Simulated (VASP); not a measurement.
# FeS2 (Pa-3) in VASP: further runs, part 2 of 2

VASP 6.6.1.

## Step 4: Relaxation of cell and atoms, PBE, collinear spin, ferromagnetic start

This run uses another cell than the first one, of 13.16 Å³/atom, 0.993 times its volume.

Input file INCAR:

```
SYSTEM = FeS2
ALGO = Normal
AMIX = 0.2
AMIX_MAG = 0.8
BMIX = 1E-4
BMIX_MAG = 1E-4
EDIFF = 1E-7
EDIFFG = -0.005
ENCUT = 600
GGA = PE
IBRION = 2
ISIF = 3
ISMEAR = 0
ISPIN = 2
KPAR = 4
LASPH = .TRUE.
LCHARG = .FALSE.
LMAXMIX = 4
LORBIT = 11
LREAL = .FALSE.
LWAVE = .FALSE.
MAGMOM = 4 4 4 4 0 0 0 0 0 0 0 0
NELM = 150
NSW = 90
PREC = Accurate
SIGMA = 0.03
```

Input file KPOINTS:

```
k-points
0
G
  6 6 6
  0 0 0
```

Input file POSCAR:

```
FeS2                                    
1.0
    5.4057548918      0.0000000000      0.0000000000
   -0.0000000000      5.4057548918      0.0000000000
    0.0000000000      0.0000000000      5.4057548918
  Fe              S             
     4     8
Direct
     0.0000000000000000    0.0000000000000000    0.0000000000000000
     0.5000000000000000    0.0000000000000000    0.5000000000000000
     0.5000000000000000    0.5000000000000000    0.0000000000000000
     0.0000000000000000    0.5000000000000000    0.5000000000000000
     0.3832625542668455    0.3832625542668455    0.3832625542668455
     0.1167374457331545    0.6167374457331546    0.8832625542668454
     0.8832625542668454    0.1167374457331545    0.6167374457331546
     0.6167374457331546    0.8832625542668454    0.1167374457331545
     0.6167374457331546    0.6167374457331546    0.6167374457331546
     0.8832625542668454    0.3832625542668455    0.1167374457331545
     0.1167374457331545    0.8832625542668454    0.3832625542668455
     0.3832625542668455    0.1167374457331545    0.8832625542668454
```

Potentials or basis: VASP PAW PBE potentials, release 64 (Fe, S).

Command:

```
cat potpaw_PBE.64/Fe/POTCAR potpaw_PBE.64/S/POTCAR > POTCAR
mpirun -np 4 vasp_std > vasp.out
```

OUTCAR:

```text
SYSTEM = FeS2
   AMIX = 0.2
   AMIX_MAG = 0.8
   EDIFF = 1E-7
   EDIFFG = -0.005
   ENCUT = 600
   GGA = PE
   IBRION = 2
   ISIF = 3
   ISMEAR = 0
   ISPIN = 2
   LASPH = .TRUE.
   LORBIT = 11
   LREAL = .FALSE.
   NELM = 150
   NSW = 90
   PREC = Accurate

 ion  position               nearest neighbor table
   1  0.000  0.000  0.000-   6 2.26   7 2.26   8 2.26  10 2.26  11 2.26  12 2.26
   2  0.500  0.000  0.500-   5 2.26   7 2.26   8 2.26   9 2.26  11 2.26  12 2.26
   3  0.500  0.500  0.000-   5 2.26   6 2.26   8 2.26   9 2.26  10 2.26  12 2.26
   4  0.000  0.500  0.500-   5 2.26   6 2.26   7 2.26   9 2.26  10 2.26  11 2.26
   5  0.383  0.383  0.383-   9 2.19   3 2.26   4 2.26   2 2.26
   6  0.117  0.617  0.883-  10 2.19   3 2.26   4 2.26   1 2.26
   7  0.883  0.117  0.617-  11 2.19   2 2.26   4 2.26   1 2.26
   8  0.617  0.883  0.117-  12 2.19   2 2.26   3 2.26   1 2.26
   9  0.617  0.617  0.617-   5 2.19   3 2.26   4 2.26   2 2.26
  10  0.883  0.383  0.117-   6 2.19   3 2.26   4 2.26   1 2.26
  11  0.117  0.883  0.383-   7 2.19   2 2.26   4 2.26   1 2.26
  12  0.383  0.117  0.883-   8 2.19   2 2.26   3 2.26   1 2.26

  LATTYP: Found a simple cubic cell.
 ALAT       =     5.4057548918

  Lattice vectors:

 A1 = (   5.4057548918,   0.0000000000,   0.0000000000)
 A2 = (   0.0000000000,   5.4057548918,   0.0000000000)
 A3 = (   0.0000000000,   0.0000000000,   5.4057548918)

Analysis of symmetry for initial positions (statically):
=====================================================================
 Subroutine PRICEL returns:
 Original cell was already a primitive cell.

 Routine SETGRP: Setting up the symmetry group for a
 simple cubic supercell.

 Subroutine GETGRP returns: Found 24 space group operations
 (whereof  6 operations were pure point group operations)
 out of a pool of 48 trial point group operations.

The static configuration has the point symmetry S_6 .
 The point group associated with its full space group is T_h .

Analysis of symmetry for dynamics (positions and initial velocities):
=====================================================================
 Subroutine PRICEL returns:
 Original cell was already a primitive cell.

 Routine SETGRP: Setting up the symmetry group for a
 simple cubic supercell.

 Subroutine GETGRP returns: Found 24 space group operations
 (whereof  6 operations were pure point group operations)
 out of a pool of 48 trial point group operations.

The dynamic configuration has the point symmetry S_6 .
 The point group associated with its full space group is T_h .

Analysis of structural, dynamic, and magnetic symmetry:
=====================================================================
 Subroutine PRICEL returns:
 Original cell was already a primitive cell.

 Routine SETGRP: Setting up the symmetry group for a
 simple cubic supercell.

 Subroutine GETGRP returns: Found 24 space group operations
 (whereof  6 operations were pure point group operations)
 out of a pool of 48 trial point group operations.

The overall configuration has the point symmetry S_6 .
 The point group associated with its full space group is T_h .

[... 142 lines left out ...]
   GGA     = PE    functional components
   LHFCALC =     F    Hartree Fock is set to
   AEXX    =    0.0000 exact exchange contribution
   IVDW    =     0    specifies the selected vdW correction
   LEPSILON=     F    determine dielectric tensor
   LRPA    =     F    only Hartree local field effects (RPA)
 conjugate gradient relaxation of ions
 spin polarized calculation
 Gauss-broadening in eV      SIGMA  =   0.03
  energy-cutoff  :      600.00
  volume of cell :      157.97
 maximum number of plane-waves:      5315
 NGX is ok and might be reduce to    48
   NGX = 21   NGY = 21   NGZ = 21

 number of electron      79.9999998 magnetization      -0.0734334

 number of electron      79.9999998 magnetization       0.0038157

 Free energy of the ion-electron system (eV)
  ---------------------------------------------------
  ext. energy  EPLUGINS =         0.00000000
  ---------------------------------------------------
  free energy    TOTEN  =       -72.12031741 eV

  energy without entropy =      -72.12031741  energy(sigma->0) =      -72.12031741

 E-fermi :   8.0382     XC(G=0): -11.9253

 val. band max:        7.8899290474   @ k =   0.1667   0.1667   0.1667
 cond. band min:       8.3641983329   @ k =   0.0000   0.0000   0.0000
 fundamental gap:      0.4742692855
 Fermi energy:         8.0382478963

 spin component 1

 k-point     1 :       0.0000    0.0000    0.0000
  band No.  band energies     occupation
      1      -8.9051      1.00000
      2      -6.7019      1.00000
      3      -6.7019      1.00000
      4      -6.7019      1.00000
      5      -4.4493      1.00000
      6      -4.4493      1.00000
[... 1309 lines left out ...]
     51      11.0691      0.00000
     52      11.0691      0.00000
 Fermi energy:         8.0382478963

 spin component 2

 k-point     1 :       0.0000    0.0000    0.0000
  band No.  band energies     occupation
      1      -8.9050      1.00000
      2      -6.7019      1.00000
      3      -6.7019      1.00000
      4      -6.7019      1.00000
      5      -4.4493      1.00000
      6      -4.4493      1.00000
[... 1309 lines left out ...]
     51      11.0694      0.00000
     52      11.0694      0.00000
 [bands above 52 left out]

------------------------ aborting loop because EDIFF is reached ----------------------------------------

  FORCE on cell =-STRESS in cart. coord.  units (eV):
  Direction    XX          YY          ZZ          XY          YZ          ZX
  --------------------------------------------------------------------------------------
  -------------------------------------------------------------------------------------
  Total       -0.0378303     -0.0378303     -0.0378303     -0.0000000     -0.0000000      0.0000000
  in kB       -0.3836907     -0.3836907     -0.3836907     -0.0000000     -0.0000000      0.0000000
  external PRESSURE =      -0.3836907 kB  Pullay stress =       0.0000000 kB

 VOLUME and BASIS-vectors are now :
 -----------------------------------------------------------------------------
  energy-cutoff  :      600.00
  volume of cell :      157.97
      direct lattice vectors                 reciprocal lattice vectors
     5.405754892  0.000000000  0.000000000     0.184988040  0.000000000  0.000000000
     0.000000000  5.405754892  0.000000000     0.000000000  0.184988040  0.000000000
     0.000000000  0.000000000  5.405754892     0.000000000  0.000000000  0.184988040

 POSITION                                       TOTAL-FORCE (eV/Angst)
 -----------------------------------------------------------------------------------
      0.00000      0.00000      0.00000         0.000000      0.000000     -0.000000
      2.70288      0.00000      2.70288         0.000000      0.000000     -0.000000
      2.70288      2.70288      0.00000         0.000000      0.000000     -0.000000
      0.00000      2.70288      2.70288         0.000000      0.000000     -0.000000
      2.07182      2.07182      2.07182        -0.002673     -0.002673     -0.002673
      0.63105      3.33393      4.77470         0.002673      0.002673     -0.002673
      4.77470      0.63105      3.33393        -0.002673      0.002673      0.002673
      3.33393      4.77470      0.63105         0.002673     -0.002673      0.002673
      3.33393      3.33393      3.33393         0.002673      0.002673      0.002673
      4.77470      2.07182      0.63105        -0.002673     -0.002673      0.002673
      0.63105      4.77470      2.07182         0.002673     -0.002673     -0.002673
      2.07182      0.63105      4.77470        -0.002673      0.002673     -0.002673
 -----------------------------------------------------------------------------------
    total drift:                               -0.000000      0.000000      0.000000

  FREE ENERGIE OF THE ION-ELECTRON SYSTEM (eV)
  ---------------------------------------------------
  free  energy   TOTEN  =       -72.1203174126 eV

  energy  without entropy=      -72.1203174126  energy(sigma->0) =      -72.12031741

 reached required accuracy - stopping structural energy minimisation

 total charge

# of ion       s       p       d       tot
------------------------------------------
    1        0.427   0.636   6.498   7.561
    2        0.427   0.636   6.498   7.561
    3        0.427   0.636   6.498   7.561
    4        0.427   0.636   6.498   7.561
    5        1.348   2.295   0.000   3.643
    6        1.348   2.295   0.000   3.643
    7        1.348   2.295   0.000   3.643
    8        1.348   2.295   0.000   3.643
    9        1.348   2.295   0.000   3.643
   10        1.348   2.295   0.000   3.643
   11        1.348   2.295   0.000   3.643
   12        1.348   2.295   0.000   3.643
--------------------------------------------------
tot         12.496  20.903  25.991  59.390

 magnetization (x)

# of ion       s       p       d       tot
------------------------------------------
    1        0.000   0.000   0.000   0.000
    2        0.000   0.000   0.000   0.000
    3        0.000   0.000   0.000   0.000
    4        0.000   0.000   0.000   0.000
    5       -0.000  -0.000   0.000  -0.000
    6       -0.000  -0.000   0.000  -0.000
    7       -0.000  -0.000   0.000  -0.000
    8       -0.000  -0.000   0.000  -0.000
    9       -0.000  -0.000   0.000  -0.000
   10       -0.000  -0.000   0.000  -0.000
   11       -0.000  -0.000   0.000  -0.000
   12       -0.000  -0.000   0.000  -0.000
--------------------------------------------------
tot         -0.000  -0.000   0.001   0.000
```

Wall time 1.7 min (4 MPI ranks of Intel Xeon 6975P-C (Granite Rapids), shared host); peak memory 0.63 GiB.

What came out:

```yaml
Free_energy: -72.1203 eV
Pressure_after_relaxing: 0.0 GPa
Largest_force_after_relaxing: 0.005 eV/Å
Band_gap_on_the_k_mesh: 0.47 eV, indirect (least direct gap 0.52 eV)
Net_moment: 0.00 μB per cell
Valence_electrons_inside_the_program's_atomic_spheres: Fe 7.56; S 3.64
```

Forces on the atoms (eV/Å):
```
Fe   0.000  0.000  0.000
Fe   0.000  0.000  0.000
Fe   0.000  0.000  0.000
Fe   0.000  0.000  0.000
S   -0.003 -0.003 -0.003
S    0.003  0.003 -0.003
S   -0.003  0.003  0.003
S    0.003 -0.003  0.003
S    0.003  0.003  0.003
S   -0.003 -0.003  0.003
S    0.003 -0.003 -0.003
S   -0.003  0.003 -0.003
```

Final structure:
```yaml
crystal:
  lattice:
    - [5.40575, 0.00000, 0.00000]
    - [0.00000, 5.40575, 0.00000]
    - [0.00000, 0.00000, 5.40575]
  atoms:
    - { symbol: Fe, position: [0.00000, 0.00000, 0.00000] }
    - { symbol: Fe, position: [0.50000, 0.00000, 0.50000] }
    - { symbol: Fe, position: [0.50000, 0.50000, 0.00000] }
    - { symbol: Fe, position: [0.00000, 0.50000, 0.50000] }
    - { symbol: S, position: [0.38326, 0.38326, 0.38326] }
    - { symbol: S, position: [0.11674, 0.61674, 0.88326] }
    - { symbol: S, position: [0.88326, 0.11674, 0.61674] }
    - { symbol: S, position: [0.61674, 0.88326, 0.11674] }
    - { symbol: S, position: [0.61674, 0.61674, 0.61674] }
    - { symbol: S, position: [0.88326, 0.38326, 0.11674] }
    - { symbol: S, position: [0.11674, 0.88326, 0.38326] }
    - { symbol: S, position: [0.38326, 0.11674, 0.88326] }
```

Caveat: the starting moments collapsed, and a magnetic state may lie lower; the relaxation stopped at its first step, so nothing moved.
